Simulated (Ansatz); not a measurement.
# Pt (Fm-3m), a film clamped to a substrate

Computed with Ansatz, DFT PBE, scalar-relativistic, plane waves, PAW. Settings: plane waves to 420 eV, k-mesh 26×26×26 (Γ-centred), Gaussian smearing 0.15 eV. Spin–orbit coupling is left out, which can shift energies with elements as heavy as these. No spin polarisation. Energies are free energies at this smearing, counted from the undisturbed cell; pressure is positive in compression.

The undisturbed cell (relaxed at this level; with this scan's settings it stands at 0.1 GPa):

```
Pt
1.0
     0.00000    1.98506    1.98506
     1.98506    0.00000    1.98506
     1.98506    1.98506    0.00000
Pt
1
Direct
  0.00000 0.00000 0.00000
```

The cell (1 atom, V0 = 15.64 Å³) is strained by p along both x and y and by q along z, fractional coordinates fixed. τp = (1/V0) ∂E/∂p = (σxx + σyy)(1 + p)(1 + q) and τq = (1/V0) ∂E/∂q = σzz(1 + p)², with tension positive.

```csv
p,q,ΔE (meV/atom),τp (GPa),τq (GPa)
0.000,0.000,0.00,-0.16,-0.08
-0.025,0.000,35.67,-30.44,-11.90
0.025,0.000,28.89,22.75,9.98
0.000,-0.025,10.10,-11.93,-8.40
0.000,0.025,8.71,9.96,7.03
```

**Question.** Get the second derivatives of the energy density.

**Answer.** Central differences give A = ∂τp/∂p = 1064 GPa (C11 + C22 + 2 C12), C = ∂τq/∂q = 308 GPa (C33) and the cross term B = ∂τq/∂p = 438 GPa (C13 + C23); ∂τp/∂q = 438 GPa must equal B, and any difference shows higher-order terms. The ions are clamped. In a cubic crystal C11 = C = 308, C12 = B/2 = 219 GPa and A should be 2(C11 + C12) = 1055 GPa; the bulk modulus is (C11 + 2 C12)/3 = 249 GPa.

**Question.** A film of this crystal grows with z along the normal on a substrate that imposes p. How does its thickness respond, and what does the misfit cost?

**Answer.** Count p and q from the stress-free cell. A free surface needs τq = 0, so q = −(B/C) p = -1.42 p. The energy density left is (A − B²/C) p²/2 = M p², with the biaxial modulus M = 221 GPa; a misfit of 1 % costs 2.16 meV/atom, against 5.19 meV/atom if the thickness were held.

In a metal these slopes depend on the k mesh and the smearing.

Platinum resists a change of volume much more strongly than a tetragonal change of shape: C12 is a large fraction of C11, and the bulk modulus of 249 GPa far exceeds the shear stiffness (C11 − C12)/2. This fits metallic bonding with a nearly filled 5d band, where cohesion depends more on density than on bond direction. A stretched film therefore thins markedly, and this relaxation removes more than half of the misfit energy. The thinning still falls short of conserving volume, so some dilation remains.

At fixed thickness, in-plane compression costs more than equal tension (35.67 against 28.89 meV/atom), as expected when overlap repulsion steepens at short distances. The quadratic misfit energy averages over this asymmetry. The bulk modulus lies below the measured value, probably because PBE underbinds platinum and overestimates its lattice constant, so the real misfit cost is likely somewhat higher. The biaxial modulus applies to a (001) film; the common (111) texture also involves C44, which these strains do not probe.
